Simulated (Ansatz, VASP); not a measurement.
This is a calculation of Ge for VASP 6.6.1.

File INCAR:

```
SYSTEM = Ge
  ALGO = Normal
  EDIFF = 1E-6
  ENCUT = 520
  GGA = PE
  ISIF = 2
  ISMEAR = 0
  LASPH = .TRUE.
  LCHARG = .TRUE.
  LELF = .TRUE.
  LREAL = .FALSE.
  LVHAR = .TRUE.
  LWAVE = .FALSE.
  NBANDS = 21
  NELM = 80
  PREC = Accurate
  SIGMA = 0.018000000000000002
```

The input KPOINTS:

```
k-points
0
G
  8 8 8
  0 0 0
```

File POSCAR:

```
Ge
1.0
    0.0000000000      2.8289100000      2.8289100000
    2.8289100000      0.0000000000      2.8289100000
    2.8289100000      2.8289100000      0.0000000000
Ge
2
Direct
    0.7500000000      0.7500000000      0.7500000000
    0.5000000000      0.5000000000      0.5000000000
```

Potentials or basis: VASP PAW PBE potentials, release 64 (Ge_d).

The run is started by

```sh
$ cat potpaw_PBE.64/Ge_d/POTCAR > POTCAR
$ mpirun -np 1 vasp_std > vasp.out
```

Q: Set up the same calculation for Ansatz 0.2.0. Potentials there: Ansatz PAW.

A: As run (the cutoff follows the program's own potentials):

Contents of input.yaml:

```yaml
crystal:
  lattice:
    - [0.0, 2.82891, 2.82891]
    - [2.82891, 0.0, 2.82891]
    - [2.82891, 2.82891, 0.0]
  atoms:
    - { symbol: Ge, position: [0.75, 0.75, 0.75] }
    - { symbol: Ge, position: [0.5, 0.5, 0.5] }
hamiltonian:
  xc: pbe
  pseudopotentials: { kind: paw }
kpoints:
  mp_grid: { grid: [8, 8, 8] }
scf:
  occupations: { method: gaussian, width: 0.018 }
output:
  forces: true
  stress: true
  eigenvalues: true
```

Potentials or basis: Ansatz PAW.

Run with:

```sh
$ ansatz run input.yaml --threads 2 --pin off --max-ram 5632MiB --backend cpu --events-out ev --progress --plain --runs-dir out
```

Both were run:

|  | VASP | Ansatz | Ansatz less VASP |
| --- | --- | --- | --- |
| gap on the k mesh at the Fermi level (eV) | 0.03 | 0.03 | -0.005 |
| least direct gap on the mesh (eV) | 0.03 | 0.03 | -0.005 |
| pressure (GPa) | 3.5 | 3.6 | +0.09 |

A k mesh can miss the band edges.
